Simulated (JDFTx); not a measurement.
# NaCl under changes of volume

One of the cells (21.907 Å³/atom); the others are scaled copies at fixed shape and fractional positions:

```
Cl Na
1.0
     3.52538    0.00000    0.00000
     0.00000    3.52538    0.00000
     0.00000    0.00000    3.52538
Cl Na
1 1
Direct
  0.50000 0.50000 0.50000
  0.00000 0.00000 0.00000
```

Measurements of this composition are mostly on another form, of space group No. 225.

* Program: JDFTx 1.7.0 (patched build)
* Functional: r2SCAN
* Potentials or basis: SG15-PBE-1.2 with smoothed tails
* Cutoff: 1088 eV
* Density cutoff: 8708 eV
* k mesh: 6 × 6 × 6
* Occupations: fermi-dirac, width 0.05 eV
* Spin: no spin polarisation

| volume (Å³/atom) | energy over the lowest point (meV/atom) | pressure (GPa) | gap on the mesh (eV) |
| --- | --- | --- | --- |
| 20.189 | ? | ? | ? |
| 20.619 | 0.00 | 0.3 | 4.90 |
| 21.478 | 0.72 | -0.8 | 4.75 |
| 21.907 | 3.24 | -1.3 | 4.68 |
| 22.337 | 6.99 | -1.7 | 4.62 |
| 22.766 | 11.79 | -2.1 | 4.56 |

**Question.** What does the run at 20.189 Å³/atom give?

**Answer.** Energy over the lowest point 2.14 meV/atom; pressure 1.0 GPa; gap on the mesh 4.98 eV.

Worked out: A Birch-Murnaghan fit of order 3 (a polynomial in V^(-2/3)) to the other rows has its minimum at 20.94 Å³/atom with B0 = V·E''(V) = 29 GPa and B' = 5.3. It gives 2.22 meV/atom at 20.189 Å³/atom, against the run's 2.14, and -dE/dV = 1.2 GPa, against 1.0. A straight line through the other rows of the gap, of slope -3.44 eV per unit of ln V, extrapolates to 4.97 eV, against the run's 4.98.

Energies are extrapolated to zero smearing.

Caveats: the potentials were made for another functional, which shifts forces and pressure.

A mesh can miss the band edges.
